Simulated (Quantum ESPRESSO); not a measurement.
## In: work function with PBE

The system is In, a slab with vacuum.

```
In
1.0
     3.33548    0.00000    0.00000
    -1.66774    2.88861    0.00000
     0.00000    0.00000   23.26371
In
4
Direct
  0.66667 0.33333 0.32239
  0.33333 0.66667 0.44080
  0.66667 0.33333 0.55920
  0.33333 0.66667 0.67761
```

```
Program                    : Quantum ESPRESSO 7.5
Task                       : work function
Functional                 : PBE
Potentials or basis        : PseudoDojo 0.4.1 SR PBE standard
Cutoff                     : 952 eV
Density cutoff             : 3810 eV
k mesh                     : 9 × 9 × 1
Occupations                : fermi-dirac, width 0.05 eV
Spin                       : no spin polarisation
Boundary across the vacuum : none
Mixing mode                : local-TF
Mixing beta                : 0.3
Most SCF iterations        : 150
SCF threshold              : 4e-09 Ry
```

The largest force is 0.111 eV/Å, the band gap on the k mesh is none (metal or under the smearing width) and the work function of the upper face is 3.76 eV. The work function of the lower face is 3.76 eV.

Forces on the atoms (eV/Å):
```
In   0.000  0.000 -0.111
In   0.000  0.000  0.096
In   0.000  0.000 -0.096
In   0.000  0.000  0.111
```

Levels at points of the mesh, in eV from the Fermi level:
| k point | band 23 | band 24 | band 25 | band 26 | band 27 | band 28 | band 29 | band 30 |
| --- | --- | --- | --- | --- | --- | --- | --- | --- |
| (0.00, 0.00, 0.00) | -7.16 | -5.50 | -2.53 | -0.25 | 2.14 | 3.49 | 3.73 | 5.31 |

Run time: 2.4 min on 1 thread of Arm Neoverse V2, with other jobs on the host, peak memory 0.28 GiB.
